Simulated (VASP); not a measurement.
Output of a VASP run:

File OUTCAR:
```
 ion  position               nearest neighbor table
   1  0.000  0.000  0.000-   3 1.99   6 1.99   5 2.01   4 2.01   4 2.01   5 2.01   2 3.63   2 3.63
                             2 3.63   2 3.63   2 3.63   2 3.63   2 3.63   2 3.63
   2  0.500  0.500  0.500-   4 1.99   5 1.99   3 2.01   6 2.01   3 2.01   6 2.01   1 3.63   1 3.63
                             1 3.63   1 3.63   1 3.63   1 3.63   1 3.63   1 3.63
   3  0.303  0.303  0.000-   1 1.99   2 2.01   2 2.01
   4  0.803  0.197  0.500-   2 1.99   1 2.01   1 2.01
   5  0.197  0.803  0.500-   2 1.99   1 2.01   1 2.01
   6  0.697  0.697  0.000-   1 1.99   2 2.01   2 2.01
  LATTYP: Found a simple tetragonal cell.
 ALAT       =     4.6473116922
 C/A-ratio  =     0.6598248712
 Subroutine PRICEL returns:
 Original cell was already a primitive cell.
 Subroutine GETGRP returns: Found 16 space group operations
The static configuration has the point symmetry D_2h.
 The point group associated with its full space group is D_4h.
The dynamic configuration has the point symmetry D_2h.
 Subroutine INISYM returns: Found 16 space group operations
 Subroutine IBZKPT returns following result:
 Found     50 irreducible k-points:

 Following reciprocal coordinates:
            Coordinates               Weight
  0.000000  0.000000  0.000000      1.000000
  0.166667  0.000000  0.000000      4.000000
  0.333333  0.000000  0.000000      4.000000
  0.500000  0.000000  0.000000      2.000000
  0.166667  0.166667  0.000000      4.000000
  0.333333  0.166667  0.000000      8.000000
  0.500000  0.166667  0.000000      4.000000
  0.333333  0.333333  0.000000      4.000000
  0.500000  0.333333  0.000000      4.000000
  0.500000  0.500000  0.000000      1.000000
  0.000000  0.000000  0.125000      2.000000
  0.166667  0.000000  0.125000      8.000000
  0.333333  0.000000  0.125000      8.000000
  0.500000  0.000000  0.125000      4.000000
  0.166667  0.166667  0.125000      8.000000
  0.333333  0.166667  0.125000     16.000000
  0.500000  0.166667  0.125000      8.000000
  0.333333  0.333333  0.125000      8.000000
  0.500000  0.333333  0.125000      8.000000
  0.500000  0.500000  0.125000      2.000000
  0.000000  0.000000  0.250000      2.000000
  0.166667  0.000000  0.250000      8.000000
  0.333333  0.000000  0.250000      8.000000
  0.500000  0.000000  0.250000      4.000000
  0.166667  0.166667  0.250000      8.000000
  0.333333  0.166667  0.250000     16.000000
  0.500000  0.166667  0.250000      8.000000
  0.333333  0.333333  0.250000      8.000000
  0.500000  0.333333  0.250000      8.000000
  0.500000  0.500000  0.250000      2.000000
  0.000000  0.000000  0.375000      2.000000
  0.166667  0.000000  0.375000      8.000000
  0.333333  0.000000  0.375000      8.000000
  0.500000  0.000000  0.375000      4.000000
  0.166667  0.166667  0.375000      8.000000
  0.333333  0.166667  0.375000     16.000000
  0.500000  0.166667  0.375000      8.000000
  0.333333  0.333333  0.375000      8.000000
  0.500000  0.333333  0.375000      8.000000
  0.500000  0.500000  0.375000      2.000000
   k-points           NKPTS =     50   k-points in BZ     NKDIM =     50   number of bands    NBANDS=     20
   number of dos      NEDOS =    601   number of ions     NIONS =      6
   total plane-waves  NPLWV =  31104
   dimension x,y,z NGX =    36 NGY =   36 NGZ =   24
   dimension x,y,z NGXF=    72 NGYF=   72 NGZF=   48
   ions per type =               2   4
   PREC   = accura    normal or accurate (medium, high low for compatibility)
   ISTART =      0    job   : 0-new  1-cont  2-samecut
   ICHARG =      2    charge: 1-file 2-atom 10-const
   ISPIN  =      1    spin polarized calculation?
   LNONCOLLINEAR =      F non collinear calculations
   LSORBIT =      F    spin-orbit coupling
   INIWAV =      1    electr: 0-lowe 1-rand  2-diag
   ENCUT  =  520.0 eV  38.22 Ry    6.18 a.u.   8.64  8.64  5.70*2*pi/ulx,y,z
   NELM   =    100;   NELMIN=  2; NELMDL= -5     # of ELM steps
   EDIFF  = 0.1E-06   stopping-criterion for ELM
...
```

### OSZICAR
```
       N       E                     dE             d eps       ncg     rms          rms(c)
DAV:   1     0.198323264094E+03    0.19832E+03   -0.18263E+04  2096   0.150E+03
DAV:   2    -0.244221504850E+02   -0.22275E+03   -0.21679E+03  2668   0.333E+02
DAV:   3    -0.337056524006E+02   -0.92835E+01   -0.92481E+01  2340   0.708E+01
DAV:   4    -0.337672938303E+02   -0.61641E-01   -0.61628E-01  2280   0.660E+00
DAV:   5    -0.337676713429E+02   -0.37751E-03   -0.37749E-03  2288   0.526E-01    0.896E+00
DAV:   6    -0.316519850104E+02    0.21157E+01   -0.90072E+00  2272   0.229E+01    0.303E+00
DAV:   7    -0.316721436309E+02   -0.20159E-01   -0.98752E-02  2168   0.237E+00    0.188E+00
DAV:   8    -0.317069820856E+02   -0.34838E-01   -0.58370E-02  2224   0.277E+00    0.172E-01
DAV:   9    -0.317083000852E+02   -0.13180E-02   -0.36509E-03  2312   0.457E-01    0.740E-02
DAV:  10    -0.317085877237E+02   -0.28764E-03   -0.32727E-04  2220   0.154E-01    0.148E-02
DAV:  11    -0.317085935525E+02   -0.58288E-05   -0.50389E-05  2280   0.578E-02    0.122E-02
DAV:  12    -0.317085932527E+02    0.29979E-06   -0.22737E-05  2236   0.382E-02    0.298E-03
DAV:  13    -0.317085931475E+02    0.10524E-06   -0.95081E-07  2244   0.810E-03    0.300E-04
DAV:  14    -0.317085931507E+02   -0.31996E-08   -0.10158E-08  1292   0.909E-04
   1 F= -.31708593E+02 E0= -.31708593E+02  d E =0.000000E+00
```

OUTCAR:
```
------------------------ aborting loop because EDIFF is reached ----------------------------------------
  FORCE on cell =-STRESS in cart. coord.  units (eV):
  Direction    XX          YY          ZZ          XY          YZ          ZX
  --------------------------------------------------------------------------------------
  Total        0.0272623      0.0272623     -0.0159478      0.0000000      0.0000000      0.0000000
  in kB        0.6595358      0.6595358     -0.3858135      0.0000000      0.0000000      0.0000000
  external PRESSURE =       0.3110860 kB  Pullay stress =       0.0000000 kB
  volume of cell :       66.23
      direct lattice vectors                 reciprocal lattice vectors
     4.647311692  0.000000000  0.000000000     0.215178165  0.000000000  0.000000000
     0.000000000  4.647311692  0.000000000     0.000000000  0.215178165  0.000000000
     0.000000000  0.000000000  3.066411839     0.000000000  0.000000000  0.326114055
 POSITION                                       TOTAL-FORCE (eV/Angst)
 -----------------------------------------------------------------------------------
      0.00000      0.00000      0.00000        -0.000000      0.000000      0.000000
      2.32366      2.32366      1.53321        -0.000000      0.000000      0.000000
      1.40953      1.40953      0.00000         0.010129      0.010129      0.000000
      3.73318      0.91413      1.53321         0.010129     -0.010129      0.000000
      0.91413      3.73318      1.53321        -0.010129      0.010129      0.000000
      3.23778      3.23778      0.00000        -0.010129     -0.010129      0.000000
 -----------------------------------------------------------------------------------
    total drift:                                0.000000     -0.000000     -0.000000
  FREE ENERGIE OF THE ION-ELECTRON SYSTEM (eV)
  ---------------------------------------------------
  free  energy   TOTEN  =       -31.7085931507 eV

  energy  without entropy=      -31.7085931507  energy(sigma->0) =      -31.70859315

 total charge

# of ion       s       p       d       tot
------------------------------------------
    1        0.123   0.155   0.075   0.353
    2        0.123   0.155   0.075   0.353
    3        1.730   4.421   0.000   6.151
    4        1.730   4.421   0.000   6.151
    5        1.730   4.421   0.000   6.151
    6        1.730   4.421   0.000   6.151
--------------------------------------------------
tot          7.165  17.994   0.150  25.309

 Electric field gradients after diagonalization (V/A^2)
 (convention: |V_zz| > |V_xx| > |V_yy|)
----------------------------------------------------------------------
 ion       V_xx      V_yy      V_zz     asymmetry (V_yy - V_xx)/ V_zz
----------------------------------------------------------------------
   1      -5.193    -1.196     6.389       0.626
   2      -5.193    -1.196     6.389       0.626
   3      33.306    16.128   -49.434       0.347
   4      33.306    16.128   -49.434       0.347
   5      33.306    16.128   -49.434       0.347
   6      33.306    16.128   -49.434       0.347
```
(Selected blocks of OUTCAR.)

### POSCAR
```
MgF2
1
    4.6473116922     0.0000000000     0.0000000000
    0.0000000000     4.6473116922     0.0000000000
    0.0000000000     0.0000000000     3.0664118385
Mg F
2 4
Direct
  0.0000000000   0.0000000000   0.0000000000
  0.5000000000   0.5000000000   0.5000000000
  0.3032996149   0.3032996149   1.0000000000
  0.8032996149   0.1967003851   0.5000000000
  0.1967003851   0.8032996149   0.5000000000
  0.6967003851   0.6967003851   0.0000000000
```

Reconstruct the remaining input files.

This is not unique; one that fits is the input of the run itself, AM05 GGA, plane waves, VASP's PBE PAW potentials (set 64).

### KPOINTS
```
Automatic mesh
0
G
 6 6 8
0 0 0
```

INCAR:
```
ISIF = 2
ALGO = Normal   # blocked Davidson
NELM = 100
SYSTEM = MgF2
PREC = Accurate
LWAVE = .FALSE.
LCHARG = .TRUE.
GGA = AM   # AM05
ENCUT = 520
LREAL = .FALSE.
LEFG = .TRUE.
LORBIT = 11
ISMEAR = -5   # tetrahedra, Bloechl
NEDOS = 601   # DOS grid
LASPH = .TRUE.   # aspherical one-centre terms
EDIFF = 1E-7   # SCF stop (eV)
```

POTCAR, in this order: Mg F (PBE.64 set). Program: vasp_std.

The compound is MgF2 in the rutile structure. It was relaxed first.
